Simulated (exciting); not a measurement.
## C under changes of volume

One of the cells (5.672 Å³/atom); the others are scaled copies at fixed shape and fractional positions:

```
C
1.0
     0.00000    1.78337    1.78337
     1.78337    0.00000    1.78337
     1.78337    1.78337    0.00000
C
2
Direct
  0.75000 0.75000 0.75000
  0.50000 0.50000 0.50000
```

This isn't the form of C at room conditions, which is graphite.

```yaml
Program: exciting (release sodium)
Functional: PBE
Potentials_or_basis: all-electron LAPW+lo, shipped species files, valence relativity iora*
rgkmax: 7.5
k_mesh: 13 × 13 × 13
Occupations: fermi-dirac, width 0.05 eV
Spin: no spin polarisation
```

| volume (Å³/atom) | energy over the lowest point (meV/atom) | gap on the mesh (eV) |
| --- | --- | --- |
| 5.332 | 34.67 | 4.29 |
| 5.445 | 15.83 | 4.24 |
| 5.558 | 4.50 | 4.20 |
| 5.672 | 0.00 | 4.15 |
| 5.785 | ? | ? |
| 5.899 | 9.22 | 4.07 |
| 6.012 | 21.80 | 4.03 |

Task: What does the run at 5.785 Å³/atom give?

Result: Energy over the lowest point 1.78 meV/atom; gap on the mesh 4.11 eV.

Worked out: A Birch-Murnaghan fit of order 3 (a polynomial in V^(-2/3)) to the other rows has its minimum at 5.69 Å³/atom with B0 = V·E''(V) = 434 GPa and B' = 3.8. It gives 1.74 meV/atom at 5.785 Å³/atom, against the run's 1.78. A straight line through the other rows of the gap, of slope -2.16 eV per unit of ln V, gives 4.11 eV, against the run's 4.11.

Energies are extrapolated to zero smearing.

Caveats: an odd mesh through Γ misses points on the zone boundary, where band edges often lie.
